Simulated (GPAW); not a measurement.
## Equation of state of CdTe under OLYP+D3(BJ)

Symmetry: F-43m, No. 216, cubic system. Conventional cell: a = 6.410 Å, b = 6.410 Å, c = 6.410 Å, α = 90.00°, β = 90.00°, γ = 90.00°. Te (site symmetry -43m) has 4 Cd at 2.78 Å as nearest neighbours. Around Cd (site symmetry -43m) lie 4 Te at 2.78 Å.

The cell was scaled at fixed shape and fractions and run with GPAW, PAW data sets generated for this functional, cutoff 600 eV; OLYP+D3(BJ), k mesh 6 × 6 × 6 on the cell of 2 atoms, fermi-dirac occupations of 0.05 eV, no spin polarisation, no spin-orbit coupling. Energies are those that the program minimises, any entropy of the smearing included.

| V (Å³/atom) | energy over the lowest row (meV/atom) |
| --- | --- |
| 30.9465 | 12.903 |
| 31.6050 | ? |
| 32.2634 | 0.405 |
| 32.9218 | 0.000 |
| 33.5803 | 2.901 |
| 34.2387 | 8.734 |
| 34.8972 | 17.144 |

Q: Fit the third-order Birch-Murnaghan form, give V0, B0 and B′, and predict the energy left open.

A: With y = (V0/V)^(2/3), E = E0 + (9 V0 B0/16) [(y - 1)³ B′ + (y - 1)² (6 - 4y)]. Least squares through the rows shown give V0 = 32.6653 Å³/atom, E0 = -0.258 meV, B0 = 41.80 GPa (1 eV/Å³ = 160.218 GPa) and B′ = 5.07, with a largest miss of 0.003 meV. At V = 31.6050 the form with these constants gives 4.542 meV; the run gave 4.551 meV an atom. Measured volume: 34.02 Å³/atom at 300 K (a printed reference work), so the fit lies -4.0 % from it. The runs are for a static lattice.
